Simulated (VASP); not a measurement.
# BeTe: input slips in a band-gap run and what they do

Aim: see how common mistakes in a band-structure run show up, on BeTe. The starting structure is a computed structure from the Materials Project. Cell and atoms stay as given unless a step says otherwise.

Program: VASP 6.6.1. Level of theory: Kohn-Sham DFT with plane waves and PAW; LDA. Results are calculated unless marked as measured.

## 1. Set-up

Symmetry: F-43m, No. 216, cubic system. The conventional cell has a = 5.663 Å, b = 5.663 Å, c = 5.663 Å, α = 90.00°, β = 90.00°, γ = 90.00°. Nearest to Te lie 4 Be at 2.45 Å. Be has 4 Te at 2.45 Å nearest. Farther neighbours and most contacts between anions are not listed.

As a file:

```cif
data_structure
_symmetry_space_group_name_H-M 'P 1'
_symmetry_Int_Tables_number 1
_cell_length_a 4.0043
_cell_length_b 4.0043
_cell_length_c 4.0043
_cell_angle_alpha 60.000
_cell_angle_beta 60.000
_cell_angle_gamma 60.000
_cell_volume 45.40
loop_
_atom_site_label
_atom_site_type_symbol
_atom_site_fract_x
_atom_site_fract_y
_atom_site_fract_z
_atom_site_occupancy
Te1 Te 0.25000 0.25000 0.25000 1
Be2 Be 0.00000 0.00000 0.00000 1
```

## 2. Reference bands

File INCAR:

```
SYSTEM = BeTe
PREC = Accurate
ENCUT = 350
EDIFF = 1E-06
NELM = 100
ISMEAR = 0
SIGMA = 0.03
LREAL = .FALSE.
ALGO = Normal
GGA = CA
NBANDS = 16
LORBIT = 11
LWAVE = .FALSE.
LCHARG = .FALSE.
KPAR = 4
```

File POSCAR:

```
BeTe
1.0
    0.0000000000      2.8314587876      2.8314587876
    2.8314587876      0.0000000000      2.8314587876
    2.8314587876      2.8314587876      0.0000000000
Te Be
1 1
Direct
    0.2500000000      0.2500000000      0.2500000000
    0.0000000000      0.0000000000      0.0000000000
```

File KPOINTS:

```
Automatic mesh
0
Gamma
6 6 6
0 0 0
```

File KPOINTS_OPT:

```
Line mode
10
Line-mode
Reciprocal
  0.00000000   0.00000000   0.00000000 GAMMA
  0.50000000   0.00000000   0.50000000 X

  0.50000000   0.00000000   0.50000000 X
  0.50000000   0.25000000   0.75000000 W

  0.50000000   0.25000000   0.75000000 W
  0.37500000   0.37500000   0.75000000 K

  0.37500000   0.37500000   0.75000000 K
  0.00000000   0.00000000   0.00000000 GAMMA

  0.00000000   0.00000000   0.00000000 GAMMA
  0.50000000   0.50000000   0.50000000 L

  0.50000000   0.50000000   0.50000000 L
  0.62500000   0.25000000   0.62500000 U

  0.62500000   0.25000000   0.62500000 U
  0.50000000   0.25000000   0.75000000 W

  0.50000000   0.25000000   0.75000000 W
  0.50000000   0.50000000   0.50000000 L

  0.50000000   0.50000000   0.50000000 L
  0.37500000   0.37500000   0.75000000 K

  0.62500000   0.25000000   0.62500000 U
  0.50000000   0.00000000   0.50000000 X
```

PAW data sets: Te and Be (LDA family, release 64).

On the command line:

```sh
$ mpirun -np 4 vasp_std
```

The log of the run:

```text
[banner, memory and clock lines left out]
running    4 mpi-ranks, on    1 nodes
 distrk:  each k-point on    1 cores,    4 groups
 distr:  one band on    1 cores,    1 groups

 POSCAR found type information on POSCAR TeBe
 POSCAR found :  2 types and       2 ions
 LDA part: xc-table for (Slater(with rela. corr.)+CA(PZ))
 , standard interpolation
 POSCAR, INCAR and KPOINTS ok, starting setup
 FFT: planning ... GRIDC
 FFT: planning ... GRID_SOFT
 FFT: planning ... GRID
 WAVECAR not read
 entering main loop
       N       E                     dE             d eps       ncg     rms          rms(c)
DAV:   1     0.131029565833E+02    0.13103E+02   -0.24507E+03   512   0.296E+02
DAV:   2    -0.805103173347E+01   -0.21154E+02   -0.20352E+02   704   0.648E+01
DAV:   3    -0.885347594749E+01   -0.80244E+00   -0.80152E+00   632   0.120E+01
DAV:   4    -0.886272228655E+01   -0.92463E-02   -0.92461E-02   704   0.144E+00
DAV:   5    -0.886288396066E+01   -0.16167E-03   -0.16167E-03   648   0.178E-01    0.410E+00
DAV:   6    -0.874042066516E+01    0.12246E+00   -0.10696E-01   664   0.866E-01    0.241E+00
DAV:   7    -0.869658690525E+01    0.43834E-01   -0.91937E-02   640   0.939E-01    0.382E-01
DAV:   8    -0.869625835514E+01    0.32855E-03   -0.52429E-03   656   0.284E-01    0.997E-02
DAV:   9    -0.869631478450E+01   -0.56429E-04   -0.17879E-04   648   0.612E-02    0.287E-02
DAV:  10    -0.869631730427E+01   -0.25198E-05   -0.14234E-05   648   0.132E-02    0.124E-02
DAV:  11    -0.869631715727E+01    0.14700E-06   -0.80374E-07   552   0.385E-03
   1 F= -.86963172E+01 E0= -.86963172E+01  d E =-.142591E-20
 Start KPOINTS_OPT (optional k-point list driver)
k-point batch [1-16\100]
       N       E                     dE             ncg
DAV:   1     0.364395562148E+03   -0.20997E+04      512
DAV:   2     0.318106960124E+02   -0.33258E+03      680
DAV:   3     0.188508401115E+02   -0.12960E+02      680
DAV:   4     0.186987624435E+02   -0.15208E+00      680
DAV:   5     0.186961770001E+02   -0.25854E-02      680
DAV:   6     0.186961120224E+02   -0.64978E-04      680
DAV:   7     0.186961101610E+02   -0.18614E-05      680
DAV:   8     0.186961101055E+02   -0.55527E-07      536
[...]
k-point batch [97-100\100]
       N       E                     dE             ncg
DAV:   1     0.287870452968E+04   -0.90594E+03      128
DAV:   2     0.279567314564E+04   -0.83031E+02      184
DAV:   3     0.279297691112E+04   -0.26962E+01      168
DAV:   4     0.279294085433E+04   -0.36057E-01      168
DAV:   5     0.279294049810E+04   -0.35623E-03      184
DAV:   6     0.279294048951E+04   -0.85879E-05      176
DAV:   7     0.279294048928E+04   -0.23500E-06      160
```

It took 9.4 s on 4 MPI ranks of AMD EPYC 7R43, shared host; peak memory 0.39 GiB; 35 s of CPU time.

The logs omit lines about the potential files and the build; timing stands in the text.

From OUTCAR (step 2):

```text
ion  position               nearest neighbor table
   1  0.250  0.250  0.250-   2 2.45   2 2.45   2 2.45   2 2.45
   2  0.000  0.000  0.000-   1 2.45   1 2.45   1 2.45   1 2.45

  LATTYP: Found a face centered cubic cell.
 ALAT       =     5.6629175752

 Subroutine GETGRP returns: Found 24 space group operations
 (whereof 24 operations were pure point group operations)

The static configuration has the point symmetry T_d .

 Found     16 irreducible k-points:

   k-points           NKPTS =     16   k-points in BZ     NKDIM =     16   number of bands    NBANDS=     16

   dimension x,y,z NGX =    24 NGY =   24 NGZ =   24
   dimension x,y,z NGXF=    48 NGYF=   48 NGZF=   48

   ENCUT  =  350.0 eV  25.72 Ry    5.07 a.u.   6.11  6.11  6.11*2*pi/ulx,y,z

   NELECT =       8.0000    total number of electrons

 k-points in reciprocal lattice and weights: Automatic mesh
   0.00000000  0.00000000  0.00000000       0.005
   0.16666667  0.00000000  0.00000000       0.037
   0.33333333  0.00000000  0.00000000       0.037
   0.50000000  0.00000000  0.00000000       0.019
   0.16666667  0.16666667  0.00000000       0.028
   0.33333333  0.16666667  0.00000000       0.111
   0.50000000  0.16666667  0.00000000       0.111
  -0.33333333  0.16666667  0.00000000       0.111
  -0.16666667  0.16666667  0.00000000       0.056
[...]
-0.33333333  0.33333333  0.16666667       0.111
  -0.33333333  0.50000000  0.16666667       0.056

 average (electrostatic) potential at core
       1 -89.7762       2 -32.3383

 E-fermi :   4.9508

 k-point     1 :       0.0000    0.0000    0.0000
  band No.  band energies     occupation
      1      -7.4510      2.00000
      2       4.7619      2.00000
      3       4.7619      2.00000
      4       4.7619      2.00000
      5       8.3573      0.00000
      6       8.3573      0.00000
      7       8.3573      0.00000
      8       8.3657      0.00000
      9      12.9013      0.00000
    ...

 k-point     2 :       0.1667    0.0000    0.0000
  band No.  band energies     occupation
      1      -7.2003      2.00000
      2       2.7961      2.00000
      3       4.3945      2.00000
      4       4.3945      2.00000
      5       8.1430      0.00000
      6       8.8839      0.00000
      7       8.8839      0.00000
      8      10.3766      0.00000
      9      13.5039      0.00000
    ...

 k-point     3 :       0.3333    0.0000    0.0000
  band No.  band energies     occupation
      1      -6.5773      2.00000
      2       0.3857      2.00000
      3       3.8669      2.00000
      4       3.8669      2.00000
      5       7.8708      0.00000
      6       9.3394      0.00000
      7       9.3394      0.00000
      8      12.3473      0.00000
      9      13.8978      0.00000
    ...

  Total       -0.8619443     -0.8619443     -0.8619443     -0.0000000      0.0000000     -0.0000000
  in kB      -30.4178872    -30.4178872    -30.4178872     -0.0000000      0.0000000     -0.0000000
  external PRESSURE =     -30.4178872 kB  Pullay stress =       0.0000000 kB

  energy-cutoff  :      350.00
  volume of cell :       45.40
      direct lattice vectors                 reciprocal lattice vectors
     0.000000000  2.831458788  2.831458788    -0.176587419  0.176587419  0.176587419
     2.831458788  0.000000000  2.831458788     0.176587419 -0.176587419  0.176587419
     2.831458788  2.831458788  0.000000000     0.176587419  0.176587419 -0.176587419

 POSITION                                       TOTAL-FORCE (eV/Angst)
 -----------------------------------------------------------------------------------
      1.41573      1.41573      1.41573        -0.000000     -0.000000     -0.000000
      0.00000      0.00000      0.00000         0.000000      0.000000      0.000000
 -----------------------------------------------------------------------------------
    total drift:                                0.000000      0.000000      0.000000

  FREE ENERGIE OF THE ION-ELECTRON SYSTEM (eV)
  ---------------------------------------------------
  free  energy   TOTEN  =        -8.6963171573 eV

  energy  without entropy=       -8.6963171573  energy(sigma->0) =       -8.69631716

 total charge
# of ion       s       p       d       tot
------------------------------------------
    1        1.338   2.140   0.033   3.510
    2        0.364   0.559   0.000   0.923
--------------------------------------------------
tot          1.701   2.698   0.033   4.432

[... 3 further parts left out ...]
```

Spin-orbit coupling is off here; with elements this heavy it can split and shift levels by tenths of an eV. At this level the cell is under a tension of 3.0 GPa, so at these settings it is away from equilibrium.

The reference gap is 1.905 eV.

## 3. Bands with a wide metal-type smearing

A slip made on purpose: a wide metal-type smearing. Against step 2 the input has ISMEAR = 1 and SIGMA = 1 (also changed: NELM).

Changes to INCAR since step 2:

```diff
@@ -4,5 +4,5 @@
 EDIFF = 1E-06
-NELM = 100
-ISMEAR = 0
-SIGMA = 0.03
+NELM = 60
+ISMEAR = 1
+SIGMA = 1
 LREAL = .FALSE.
```

POSCAR is that of step 2.

KPOINTS is that of step 2.

KPOINTS_OPT is that of step 2.

On the command line:

```sh
$ mpirun -np 4 vasp_std
```

The log of the run:

```text
[... set-up lines as in an earlier step ...]
 entering main loop
       N       E                     dE             d eps       ncg     rms          rms(c)
DAV:   1     0.130948676130E+02    0.13095E+02   -0.24507E+03   512   0.296E+02
DAV:   2    -0.803541179880E+01   -0.21130E+02   -0.20339E+02   704   0.649E+01
DAV:   3    -0.883394073211E+01   -0.79853E+00   -0.79677E+00   632   0.120E+01
DAV:   4    -0.884317070529E+01   -0.92300E-02   -0.92297E-02   704   0.144E+00
[...]
DAV:   9    -0.867697492099E+01   -0.58006E-04   -0.18385E-04   640   0.620E-02    0.291E-02
DAV:  10    -0.867697783635E+01   -0.29154E-05   -0.14093E-05   656   0.133E-02    0.123E-02
DAV:  11    -0.867697766789E+01    0.16845E-06   -0.85973E-07   560   0.391E-03
   1 F= -.86769777E+01 E0= -.86976338E+01  d E =0.619684E-01
 Start KPOINTS_OPT (optional k-point list driver)
k-point batch [1-16\100]
       N       E                     dE             ncg
DAV:   1     0.364225599736E+03   -0.20999E+04      512
DAV:   2     0.315484846679E+02   -0.33268E+03      680
DAV:   3     0.185829668820E+02   -0.12966E+02      680
DAV:   4     0.184307419546E+02   -0.15222E+00      680
DAV:   5     0.184281527332E+02   -0.25892E-02      680
DAV:   6     0.184280876258E+02   -0.65107E-04      680
DAV:   7     0.184280857587E+02   -0.18671E-05      680
DAV:   8     0.184280857038E+02   -0.54903E-07      536
[...]
k-point batch [97-100\100]
       N       E                     dE             ncg
DAV:   1     0.287866296453E+04   -0.90598E+03      128
DAV:   2     0.279561131231E+04   -0.83052E+02      184
DAV:   3     0.279291387674E+04   -0.26974E+01      168
DAV:   4     0.279287778486E+04   -0.36092E-01      168
DAV:   5     0.279287742806E+04   -0.35679E-03      184
DAV:   6     0.279287741946E+04   -0.86067E-05      176
DAV:   7     0.279287741922E+04   -0.23549E-06      160
```

It took 23 s on 4 MPI ranks; peak memory 0.42 GiB; 87 s of CPU time.

Parts of OUTCAR (step 3):

```text
  Total       -0.9150122     -0.9150122     -0.9150122      0.0000000      0.0000000      0.0000000
  in kB      -32.2906445    -32.2906445    -32.2906445      0.0000000      0.0000000      0.0000000
  external PRESSURE =     -32.2906445 kB  Pullay stress =       0.0000000 kB

 POSITION                                       TOTAL-FORCE (eV/Angst)
 -----------------------------------------------------------------------------------
      1.41573      1.41573      1.41573         0.000000      0.000000      0.000000
      0.00000      0.00000      0.00000        -0.000000     -0.000000     -0.000000
 -----------------------------------------------------------------------------------
    total drift:                                0.000000      0.000000      0.000000

  FREE ENERGIE OF THE ION-ELECTRON SYSTEM (eV)
  ---------------------------------------------------
  free  energy   TOTEN  =        -8.6769776679 eV

  energy  without entropy=       -8.7389460927  energy(sigma->0) =       -8.69763381

[... 2 parts as in an earlier step ...]

[... 1 further part left out ...]
[key lines of the parts left out:]
E-fermi :   4.9095
```

With a wide metal-type smearing the gap is 1.907 eV, +0.003 eV from the reference.

## 4. Bands with too few electronic steps

A slip made on purpose: too few electronic steps. Against step 2 the input has NELM = 4.

Changes to INCAR since step 3:

```diff
@@ -4,5 +4,5 @@
 EDIFF = 1E-06
-NELM = 60
-ISMEAR = 1
-SIGMA = 1
+NELM = 4
+ISMEAR = 0
+SIGMA = 0.03
 LREAL = .FALSE.
```

POSCAR is that of step 3.

KPOINTS is that of step 3.

KPOINTS_OPT is that of step 3.

On the command line:

```sh
$ mpirun -np 4 vasp_std
```

The log of the run:

```text
[... set-up lines as in an earlier step ...]
 entering main loop
       N       E                     dE             d eps       ncg     rms          rms(c)
[... 4 cycles as in an earlier step ...]
 -----------------------------------------------------------------------------
|                                                                             |
|           W    W    AA    RRRRR   N    N  II  N    N   GGGG   !!!           |
|           W    W   A  A   R    R  NN   N  II  NN   N  G    G  !!!           |
|           W    W  A    A  R    R  N N  N  II  N N  N  G       !!!           |
|           W WW W  AAAAAA  RRRRR   N  N N  II  N  N N  G  GGG   !            |
|           WW  WW  A    A  R   R   N   NN  II  N   NN  G    G                |
|           W    W  A    A  R    R  N    N  II  N    N   GGGG   !!!           |
|                                                                             |
|     The electronic self-consistency was not achieved in the given           |
|     number of steps (NELM). The forces and other quantities evaluated       |
|     might not be reliable so examine the results carefully. If you find     |
|     spurious results, we suggest increasing NELM, if you were close to      |
|     convergence or switching to a different ALGO or adjusting the           |
|     density mixing parameters otherwise.                                    |
|                                                                             |
 -----------------------------------------------------------------------------

   1 F= -.88627223E+01 E0= -.88627223E+01  d E =-.145827E-22
 Start KPOINTS_OPT (optional k-point list driver)
k-point batch [1-16\100]
       N       E                     dE             ncg
DAV:   1     0.342569452671E+03   -0.21215E+04      512
DAV:   2     0.807341997500E+01   -0.33450E+03      680
DAV:   3    -0.496688139313E+01   -0.13040E+02      672
DAV:   4    -0.512157617055E+01   -0.15469E+00      688
[...]
k-point batch [97-100\100]
       N       E                     dE             ncg
DAV:   1     0.287337365830E+04   -0.91127E+03      128
DAV:   2     0.278984267680E+04   -0.83531E+02      184
DAV:   3     0.278712414468E+04   -0.27185E+01      176
DAV:   4     0.278708741601E+04   -0.36729E-01      168
```

Wall time 11 s (4 MPI ranks); peak memory 0.42 GiB.

From OUTCAR (step 4):

```text
  Total       -0.3664410     -0.3664410     -0.3664410      0.0000000      0.0000000      0.0000000
  in kB      -12.9316483    -12.9316483    -12.9316483      0.0000000      0.0000000      0.0000000
  external PRESSURE =     -12.9316483 kB  Pullay stress =       0.0000000 kB

  FREE ENERGIE OF THE ION-ELECTRON SYSTEM (eV)
  ---------------------------------------------------
  free  energy   TOTEN  =        -8.8627222866 eV

  energy  without entropy=       -8.8627222866  energy(sigma->0) =       -8.86272229

[... 3 parts as in an earlier step ...]

[... 1 further part left out ...]
[key lines of the parts left out:]
E-fermi :   4.6339
```

The electronic loop didn't reach EDIFF within its 4 cycles (NELM).

(Part 1 of 2 ends here.)

[Lines on the potential files, build, host, timing and source positions are cut from VASP's logs without a mark.]

[Logs are printed without paths, hosts, clocks, repeated set-up lines and the standing remarks that a program may print on its own settings, such as how far it seeks lower states.]

[Hosts, paths, dates, database ids (printed as entryN), source tags and the programs' standing remarks are cut or masked in the printed files.]
